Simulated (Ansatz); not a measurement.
# Li on Pd(100): change of the work function, part 2 of 5

Wanted: Δφ(θ) for Li/Pd(100), starting from the bridge site.

Ansatz 0.2.0; plane-wave DFT, PBE, Ansatz PAW (the session's first sound run).

So far, work function, upper face (eV): step 2 (the clean slab) 5.10.

## (3) The covered slab, k-mesh 6×6×1, coverage 0.25 ML

System of this step: Li/Pd(100). The cell holds 17 atoms: 16 Pd and 1 Li. Cell: a = 5.501 Å, b = 5.501 Å, c = 26.375 Å, α = 90.0°, β = 90.0°, γ = 90.0°. Vacuum lies along c.

The clean slab as it ended is repeated in the plane and the adsorbate is set on one face; the cell's size fixes the coverage, and the k-mesh shrinks with it to keep the sampling density about even. Adsorbate and upper layers relax, since the dipole depends on the height.

input.yaml

```yaml
crystal:
  lattice:
    - [5.5012907576, 0.0, 0.0]
    - [0.0, 5.5012907576, 0.0]
    - [0.0, 0.0, 26.3752234186]
  atoms:
    - { symbol: Pd, position: [0.25, 0.25, 0.341229337] }
    - { symbol: Pd, position: [0.0, 0.0, 0.4149727881] }
    - { symbol: Pd, position: [0.25, 0.25, 0.4909895709] }
    - { symbol: Pd, position: [0.0, 0.0, 0.5661470134] }
    - { symbol: Pd, position: [0.25, 0.75, 0.341229337] }
    - { symbol: Pd, position: [0.0, 0.5, 0.4149727881] }
    - { symbol: Pd, position: [0.25, 0.75, 0.4909895709] }
    - { symbol: Pd, position: [0.0, 0.5, 0.5661470134] }
    - { symbol: Pd, position: [0.75, 0.25, 0.341229337] }
    - { symbol: Pd, position: [0.5, 0.0, 0.4149727881] }
    - { symbol: Pd, position: [0.75, 0.25, 0.4909895709] }
    - { symbol: Pd, position: [0.5, 0.0, 0.5661470134] }
    - { symbol: Pd, position: [0.75, 0.75, 0.341229337] }
    - { symbol: Pd, position: [0.5, 0.5, 0.4149727881] }
    - { symbol: Pd, position: [0.75, 0.75, 0.4909895709] }
    - { symbol: Pd, position: [0.5, 0.5, 0.5661470134] }
    - { symbol: Li, position: [0.25, 0.0, 0.658770663] }
kpoints:
  mp_grid: { grid: [6, 6, 1] }
hamiltonian:
  xc: pbe
scf:
  occupations: { method: fermi_dirac, width: 0.1 }
  convergence: { dr2_threshold: 1.0e-08 }
efield:
  axis: 3
  dipole_correction: true
  ramp_position: 0.97
  ramp_width: 0.06
relax:
  f_tol: 0.02
  max_steps: 60
  constraints: [{ sites: [0, 1, 4, 5, 8, 9, 12, 13] }]
output:
  bader: true
  dos: { projected: true, e_range: [-8, 4] }
  write_potential: true
  write_density: true
  volumetric_format: npy
  elf: true
```

Started as:

```sh
$ ansatz run input.yaml --threads 4 --pin off --max-ram 12288MiB --backend cpu --events-out ev --progress --plain --runs-dir out
```

Numbers of over 12 decimals in the logs are rounded to 6 here.

What it wrote:

```text
[...]
Crystal: 17 atoms, lattice volume = 798.225 Å³
Basis set: ecut = 420 eV, 15541 PW (Γ), exchange–correlation on 80×80×360 points (8 copies of the dense FFT grid, shifted against one another)
Bands: 175, of which v1, the nominal top of the filled ones, is band 146 counted from 1 (145 counted from 0)
Symmetry: 4 space group operations
[...]
k-points: 16 of 36
[...]
SCF iter   1: F=—  HF=-111765.922840 eV  |F-HF|=—  |Δ(HF+E_count)|=         —  Δρ=9.55e-3  dr2=6.05e0  ethr=1.77e-3  p=0.572 e·Å  D=1.30e-1 V/Å  ΔV_dip=-3.42 eV  dr2_dipole=4.64e-4  V_vac-E_F(+/−)=1.34/4.76 eV  ⟨swp⟩=6.8  Hψ=11320  notcnv=0  defer=97
[...]
SCF iter  13: F=-111765.708338 eV  HF=-111765.708338 eV  |F-HF|=1.00e-8  |Δ(HF+E_count)|=   9.76e-8  Δρ=6.80e-7  dr2=9.10e-9  ethr=3.44e-12  p=0.532 e·Å  D=1.21e-1 V/Å  ΔV_dip=-3.18 eV  dr2_dipole=2.12e-11  V_vac-E_F(+/−)=1.92/5.10 eV  ⟨swp⟩=16.8  Hψ=20589  notcnv=0
SCF 1 converged in 13 iterations: F = -111765.708338 eV  dr2 = 9.10e-9
[...]
relax step   1: F+E_penalty+E_count = -111765.70833819 eV  Δ(F+E_penalty+E_count) = +0.000e0 eV  max|allowed force component| = 1.086e0 eV/Å  Δτ_max = 0.0000 Å  (13 SCF iters, accepted)
[...]
SCF iter  12: F=-111765.917701 eV  HF=-111765.917701 eV  |F-HF|=5.24e-9  |Δ(HF+E_count)|=   1.28e-8  Δρ=3.69e-7  dr2=2.57e-9  ethr=2.62e-12  p=0.494 e·Å  D=1.12e-1 V/Å  ΔV_dip=-2.95 eV  dr2_dipole=1.88e-11  V_vac-E_F(+/−)=2.15/5.10 eV  ⟨swp⟩=13.8  Hψ=17768  notcnv=0
SCF 2 converged in 12 iterations: F = -111765.917701 eV  dr2 = 2.57e-9
relax step   2: F+E_penalty+E_count = -111765.91770066 eV  Δ(F+E_penalty+E_count) = -2.094e-1 eV  max|allowed force component| = 7.265e-1 eV/Å  Δτ_max = 0.1949 Å  (12 SCF iters, accepted)
SCF iter   1: F=—  HF=-111766.019156 eV  |F-HF|=—  |Δ(HF+E_count)|=         —  Δρ=2.74e-3  dr2=4.12e-1  ethr=1.69e-3  p=0.494 e·Å  D=1.12e-1 V/Å  ΔV_dip=-2.95 eV  dr2_dipole=1.29e-1  V_vac-E_F(+/−)=2.16/5.12 eV  ⟨swp⟩=3.9  Hψ=5693  notcnv=0  defer=165
[...]
SCF iter  12: F=-111766.012759 eV  HF=-111766.012759 eV  |F-HF|=6.37e-9  |Δ(HF+E_count)|=   1.85e-8  Δρ=4.50e-7  dr2=3.98e-9  ethr=3.44e-12  p=0.438 e·Å  D=9.92e-2 V/Å  ΔV_dip=-2.62 eV  dr2_dipole=9.49e-11  V_vac-E_F(+/−)=2.49/5.10 eV  ⟨swp⟩=14.1  Hψ=18308  notcnv=0
SCF 3 converged in 12 iterations: F = -111766.012759 eV  dr2 = 3.98e-9
relax step   3: F+E_penalty+E_count = -111766.01275929 eV  Δ(F+E_penalty+E_count) = -9.506e-2 eV  max|allowed force component| = 1.586e-1 eV/Å  Δτ_max = 0.1950 Å  (12 SCF iters, accepted)
[...]
relax step   4: F+E_penalty+E_count = -111766.02906443 eV  Δ(F+E_penalty+E_count) = -1.631e-2 eV  max|allowed force component| = 2.879e-2 eV/Å  Δτ_max = 0.1058 Å  (12 SCF iters, accepted)
SCF iter   1: F=—  HF=-111766.030217 eV  |F-HF|=—  |Δ(HF+E_count)|=         —  Δρ=4.86e-4  dr2=2.67e-3  ethr=4.03e-6  p=0.416 e·Å  D=9.43e-2 V/Å  ΔV_dip=-2.49 eV  dr2_dipole=2.08e-4  V_vac-E_F(+/−)=2.62/5.10 eV  ⟨swp⟩=2.9  Hψ=5071  notcnv=0  defer=159
[...]
SCF iter   9: F=-111766.029525 eV  HF=-111766.029525 eV  |F-HF|=1.18e-8  |Δ(HF+E_count)|=   4.98e-8  Δρ=4.91e-7  dr2=4.69e-9  ethr=3.44e-12  p=0.415 e·Å  D=9.40e-2 V/Å  ΔV_dip=-2.48 eV  dr2_dipole=2.08e-10  V_vac-E_F(+/−)=2.62/5.10 eV  ⟨swp⟩=11.4  Hψ=17739  notcnv=0
SCF 5 converged in 9 iterations: F = -111766.029525 eV  dr2 = 4.69e-9
relax step   5: F+E_penalty+E_count = -111766.02952500 eV  Δ(F+E_penalty+E_count) = -4.606e-4 eV  max|allowed force component| = 2.508e-3 eV/Å  Δτ_max = 0.0103 Å  (9 SCF iters, accepted)
NSCF: frozen V_eff on 16 k-points
[...]
WARN: The output density's exchange-correlation potential varies sharply where the density is thin. Do not read a vacuum level from v_tot or v_xc, or from such a field of the output density. On a cell that repeats whose density bears no net charge and no dipole along the vacuum's axis use v_es (v_loc + v_h of the components); under efield.dipole_correction with no amplitude use v_es + v_field, which holds any externa [...]
SCF converged after 9 iterations
Free energy (F): -111766.029525 eV
[...]
Internal energy: -111765.021666 eV  (E = F + TS)
E sigma→0 (E₀):  -111765.525596 eV
Entropy (-TS):   -1.007859 eV (-59.286 meV/atom)
Fermi energy:    3.252452 eV
Dipole field:    D = 0.094052 V/Å  (p = 0.414888 e·Å, saw-weighted, corrected)
Work function:   Φ+ = 2.6204 eV   Φ− = 5.1010 eV
[...]
--- Forces (eV/Å), atoms counted from 1 ---
  atom   1  Pd     0.00000000     0.00329034    -0.17613080
  atom   2  Pd     0.01007687     0.00000000     0.23568835
  atom   3  Pd     0.00000000    -0.00141602    -0.00190428
  atom   4  Pd    -0.00250846     0.00000000     0.00123801
  atom   5  Pd     0.00000000    -0.00329034    -0.17613080
  atom   6  Pd     0.03192326     0.00000000     0.12283101
  atom   7  Pd     0.00000000     0.00141602    -0.00190428
  atom   8  Pd     0.00068532     0.00000000     0.00222239
  atom   9  Pd     0.00000000     0.00001418    -0.18401559
  atom  10  Pd    -0.01007687     0.00000000     0.23568835
  atom  11  Pd     0.00000000    -0.00239689     0.00008756
  atom  12  Pd     0.00250846     0.00000000     0.00123801
  atom  13  Pd     0.00000000    -0.00001418    -0.18401559
  atom  14  Pd    -0.03192326     0.00000000     0.12283101
  atom  15  Pd     0.00000000     0.00239689     0.00008756
  atom  16  Pd    -0.00068532     0.00000000     0.00222239
  atom  17  Li     0.00000000     0.00000000    -0.00004650
  max |Σ_I F_I| component: 1.32e-5 eV/Å
--- Band table (eV; the first three rows and the last of 16) ---
  k-point 0: bands = [... 142 lower, 3.3350, 3.3361, 3.6008, 3.6278, 3.6923, 3.8926, 3.8966, 4.8639, ... 25 higher]
  k-point 1: bands = [... 142 lower, 3.1729, 3.3739, 3.3857, 3.4037, 3.6662, 3.6724, 3.6728, 4.0265, ... 25 higher]
  k-point 2: bands = [... 142 lower, 3.1331, 3.1356, 3.1707, 3.2006, 3.2137, 3.3563, 3.3715, 3.3812, ... 25 higher]
  k-point 15: bands = [... 142 lower, 2.6728, 2.6857, 2.6890, 3.2089, 3.2243, 3.2275, 3.2307, 3.7687, ... 25 higher]
--- Relaxed structure (5 steps of the walk, 5 accepted, 0 SCFs on fresh bases) ---
  F+E_penalty+E_count = -111766.02952500 eV   max|allowed force component| = 2.508e-3 eV/Å
  atoms:
    - { symbol: Pd, position: [0.25, 0.25, 0.341229337] }
    - { symbol: Pd, position: [0.0, 0.0, 0.4149727881] }
    - { symbol: Pd, position: [0.25, 0.252051, 0.491435] }
    - { symbol: Pd, position: [-0.00392735, 0.0, 0.564835] }
    - { symbol: Pd, position: [0.25, 0.75, 0.341229337] }
    - { symbol: Pd, position: [0.0, 0.5, 0.4149727881] }
    - { symbol: Pd, position: [0.25, 0.747949, 0.491435] }
    - { symbol: Pd, position: [0.0010806, 0.5, 0.568750] }
    - { symbol: Pd, position: [0.75, 0.25, 0.341229337] }
    - { symbol: Pd, position: [0.5, 0.0, 0.4149727881] }
    - { symbol: Pd, position: [0.75, 0.253534, 0.491018] }
    - { symbol: Pd, position: [0.503927, 0.0, 0.564835] }
    - { symbol: Pd, position: [0.75, 0.75, 0.341229337] }
    - { symbol: Pd, position: [0.5, 0.5, 0.4149727881] }
    - { symbol: Pd, position: [0.75, 0.746466, 0.491018] }
    - { symbol: Pd, position: [0.498919, 0.5, 0.568750] }
    - { symbol: Li, position: [0.25, 0.0, 0.640031] }
--- Bader charges: 17 sites ---
  site symbol  charge [e]  shift [e]
     0     Pd     -0.0265     0.0000
     1     Pd      0.0289     0.0000
     2     Pd      0.0187     0.0000
     3     Pd     -0.3314     0.0003
     4     Pd     -0.0265     0.0000
     5     Pd      0.0283     0.0000
     6     Pd      0.0187     0.0000
     7     Pd     -0.1318     0.0000
     8     Pd     -0.0271     0.0000
     9     Pd      0.0289     0.0000
    10     Pd      0.0100     0.0000
    11     Pd     -0.3314     0.0003
    12     Pd     -0.0271     0.0000
    13     Pd      0.0283     0.0000
    14     Pd      0.0099     0.0000
    15     Pd     -0.1318     0.0000
    16     Li      0.8620     0.0007
  estimated error of the sums over rays = 4.6e-4 e
```

It took 7.1 min on 4 threads of Arm Neoverse V1, shared host; peak memory 4.1 GiB.

The steps of the relaxation:

```csv
step,energy less that of the first step (eV),largest force component (eV/Å)
1,0.0000,1.0863
2,-0.2094,0.7265
3,-0.3044,0.1586
4,-0.3207,0.0288
5,-0.3212,0.0025
```

The run keeps the 4 symmetry operations that it works with, so distortions that break them were not tested.

The atoms that moved most (Å):

```csv
atom,dx,dy,dz,length
Li17,0.000,0.000,-0.494,0.494
Pd8,0.006,0.000,0.069,0.069
Pd16,-0.006,0.000,0.069,0.069
Pd4,-0.022,0.000,-0.035,0.041
Pd12,0.022,0.000,-0.035,0.041
Pd11,0.000,0.019,0.001,0.019
Pd15,0.000,-0.019,0.001,0.019
Pd7,0.000,-0.011,0.012,0.016
```

The relaxed structure:

```xyz
17
Lattice="5.5013 0.0000 0.0000 0.0000 5.5013 0.0000 0.0000 0.0000 26.3752" Properties=species:S:1:pos:R:3
Pd    1.3753    1.3753    9.0000
Pd    0.0000    0.0000   10.9450
Pd    1.3753    1.3866   12.9617
Pd   -0.0216    0.0000   14.8976
Pd    1.3753    4.1260    9.0000
Pd    0.0000    2.7506   10.9450
Pd    1.3753    4.1147   12.9617
Pd    0.0059    2.7506   15.0009
Pd    4.1260    1.3753    9.0000
Pd    2.7506    0.0000   10.9450
Pd    4.1260    1.3948   12.9507
Pd    2.7723    0.0000   14.8976
Pd    4.1260    4.1260    9.0000
Pd    2.7506    2.7506   10.9450
Pd    4.1260    4.1065   12.9507
Pd    2.7447    2.7506   15.0009
Li    1.3753    0.0000   16.8809
```

This step gave:

* energy at zero smearing: -111765.5256 eV
* work function, upper face: 2.620 eV
* work function, lower face: 5.101 eV
* dipole along the normal: 0.4149 e·Å
* step between the vacuum levels: -2.481 eV

Running mean over 1.945 Å of the planar mean; the ramp of the sawtooth is left out. Table of electron's electrostatic potential energy less the Fermi level by z:

```csv
z (Å),electron's electrostatic potential energy less the Fermi level (eV)
4,5.10
5,5.10
6,5.06
7,4.53
8,-1.67
9,-8.07
10,-8.45
11,-8.46
12,-7.92
13,-8.42
14,-7.98
15,-7.93
16,-2.10
17,2.19
18,2.36
19,2.59
20,2.62
21,2.62
22,2.62
23,2.62
```

The density of states has structure finer than the step of the table below, so its rows give means over 0.25 eV, whole bins alone (the curve runs from -8 to 1.98 eV). Peaks (eV: height): -3.490: 67.0, -2.530: 59.8, -2.380: 50.6, -2.200: 59.5, -1.500: 57.5, -0.540: 48.4, 0.000: 49.9.

The density of states by energy, zero at the Fermi level; means over each step:

```csv
energy (eV),density of states (states/eV a cell)
-6.75,0
-6.50,0.0309
-6.25,1.06
-6.00,1.14
-5.75,1.33
-5.50,1.44
-5.25,1.69
-5.00,3.96
-4.75,15.8
-4.50,26.6
-4.25,31.3
-4.00,29.5
-3.75,30.0
-3.50,29.8
-3.25,26.7
-3.00,26.8
-2.75,27.8
-2.50,37.6
-2.25,43.6
-2.00,27.6
-1.75,33.9
-1.50,41.0
-1.25,31.6
-1.00,41.3
-0.75,35.1
-0.50,42.2
-0.25,36.8
0.00,35.6
0.25,9.34
0.50,6.79
0.75,4.47
1.00,6.32
1.25,3.85
1.50,5.05
1.75,4.90
```

Projected DOS per atom over height of the atomic layer and energy from the Fermi level. Layers: Pd4 Pd4 Pd4 Pd4 Li from below.

Values in states/eV, 22 rows by 5 columns, each cell a mean:
```
0.03 0.03 0.04 0.04 0.44
0.04 0.05 0.06 0.05 0.28
0.09 0.09 0.10 0.09 0.23
0.38 0.24 0.26 0.34 0.29
1.84 2.22 2.08 1.47 0.25
2.69 2.14 1.96 2.58 0.15
2.79 1.66 2.03 2.66 0.34
2.53 1.66 1.80 2.58 0.22
2.33 1.09 1.22 2.48 0.18
2.59 2.59 2.43 2.69 0.17
1.58 1.78 1.84 1.80 0.08
1.51 1.55 1.61 1.71 0.04
1.64 1.84 1.92 1.73 0.05
1.17 2.53 2.34 1.02 0.19
0.57 2.12 1.94 0.51 0.21
0.05 0.17 0.15 0.05 0.10
0.02 0.02 0.02 0.02 0.04
0.01 0.01 0.01 0.01 0.05
0.00 0.00 0.00 0.00 0.02
0.00 0.00 0.00 0.00 0.00
0.00 0.00 0.00 0.00 0.00
0.00 0.00 0.00 0.00 0.00
```
Columns: height of the atomic layer (Å) from 9 to 16.9; rows upwards: energy from the Fermi level (eV) from -7.96 to 1.95.

Valence density in the ca plane at fractional y = 0.000, with atoms of Pd and Li within 0.2 Å of it. It is the smooth field of the valence electrons, not physical close to the nuclei.

Ten steps, logarithmic in the rise over the least value, from '0' (0 e/Å³) to '9' (13 e/Å³), each cell a mean:
```
00111248998421112589974100000000000000000000
01111235775321112367752100000000000000000000
01222223443222222234421000000000000000000000
01222222222222222222221000000000000000000000
01222223443222222234431000000000000000000000
01111236775321112367752100000000000000000000
00111248998421112589974100000000000000000000
00111258998421112589984210000000000000000000
00111247887321112478863110000000000000000000
01122224554222222245532134200000000000000000
01222222222222222222221278500000000000000000
01222222332222222222221278500000000000000000
01122224554222222245542134200000000000000000
00111247887321112478863110000000000000000000
00111258998421112599984210000000000000000000
```
Columns run along c (16.0 Å, from fractional 0.30 to 0.91 of the cell), rows up along a (5.5 Å). Atoms in or near the plane, at fractional coordinates: Pd at (0.41, 0.00), Pd at (0.56, 0.00), Pd at (0.41, 0.50), Pd at (0.56, 0.50), Li at (0.64, 0.25).

ELF in the ca plane at fractional y = 0.000, with atoms of Pd and Li within 0.2 Å of it. It is the smooth field of the valence electrons, not physical close to the nuclei.

Values in units of 1e-1, 8 rows by 16 columns, each cell a mean:
```
1.4 1.8 3.5 4.6 2.1 1.6 3.7 4.6 2.7 2.4 0.9 0.1 0.0 0.0 0.0 0.0
1.7 2.0 2.1 2.4 2.0 2.0 2.1 2.5 1.7 1.0 0.4 0.1 0.0 0.0 0.0 0.0
1.6 1.9 2.3 3.0 2.0 1.9 2.4 3.1 1.9 1.3 0.5 0.1 0.0 0.0 0.0 0.0
1.3 1.8 3.9 4.4 2.2 1.6 4.0 4.4 3.1 2.7 1.0 0.2 0.0 0.0 0.0 0.0
1.4 1.8 3.5 4.6 2.1 1.7 3.6 4.6 2.8 0.8 0.4 0.1 0.0 0.0 0.0 0.0
1.7 2.0 2.1 2.4 2.0 2.0 2.1 2.6 2.7 7.1 0.1 0.1 0.0 0.0 0.0 0.0
1.6 1.9 2.3 3.0 2.0 1.9 2.3 3.1 2.2 4.8 0.1 0.1 0.0 0.0 0.0 0.0
1.3 1.8 3.9 4.4 2.2 1.6 4.0 4.5 3.3 1.3 0.6 0.2 0.0 0.0 0.0 0.0
```
Columns run along c (16.0 Å, from fractional 0.30 to 0.91 of the cell), rows up along a (5.5 Å). Atoms in or near the plane, at fractional coordinates: Pd at (0.41, 0.00), Pd at (0.56, 0.00), Pd at (0.41, 0.50), Pd at (0.56, 0.50), Li at (0.64, 0.25).

Electrostatic potential energy in the ca plane at fractional y = 0.000, with atoms of Pd and Li within 0.2 Å of it. With pseudopotentials it is smooth inside the atoms' cores, unlike the true potential.

Ten even steps from '0' (-52 eV) to '9' (7 eV), each cell a mean:
```
99999962002799999610038999999999999999999999
99999985335899999852369999999999999999999999
99999998778999999987789999999999999999999999
99999999999999999999999999999999999999999999
99999998778999999987789999999999999999999999
99999985335899999842369999999999999999999999
99999962002799999610027999999999999999999999
99999961001799999510027999999999999999999999
99999973113899999731148998899999999999999999
99999997557999999976689866789999999999999999
99999999889999999999999743589999999999999999
99999999889999999999999743589999999999999999
99999997557999999975689876789999999999999999
99999973113899999731148998899999999999999999
99999961001799999510027999999999999999999999
```
Columns run along c (16.0 Å, from fractional 0.30 to 0.91 of the cell; values clipped at the 3rd and 97th percentile), rows up along a (5.5 Å). Atoms in or near the plane, at fractional coordinates: Pd at (0.41, 0.00), Pd at (0.56, 0.00), Pd at (0.41, 0.50), Pd at (0.56, 0.50), Li at (0.64, 0.25).

The relaxation took 5 steps and lowered the energy by 0.32 eV; the largest force on the free atoms ends at 0.0025 eV/Å.

By hand: a sheet of dipoles makes a step −p/(ε₀A) in the electron's potential. With e/ε₀ = 180.95 V·Å, p = 0.4149 e·Å and A = 30.26 Å², that is −180.95 × (0.4149) / 30.26 = -2.481 eV, and the two vacuum levels of the run differ by -2.481 eV.

The covered face has 2.62 eV, -2.48 eV against the clean one; the bare back face has moved by -0.00 eV, a measure of how thin the slab is.

(Part 2 of 5 ends here.)

[Logs are printed without paths, hosts, clocks, repeated set-up lines and the standing remarks that a program may print on its own settings, such as how far it seeks lower states.]

[Hosts, paths, dates, database ids (printed as entryN), source tags and the programs' standing remarks are cut or masked in the printed files.]

[Maps of the electrostatic potential energy from Ansatz leave out the sawtooth potential of an applied field or a dipole correction, so their vacuum need not be flat; planar profiles and work functions include it.]

[The density of states shown here was stored with 400 of the rows of the run's finer table, so its peaks can read low, often by over a quarter, or be missed, and its means over a window can be off by a tenth or more.]
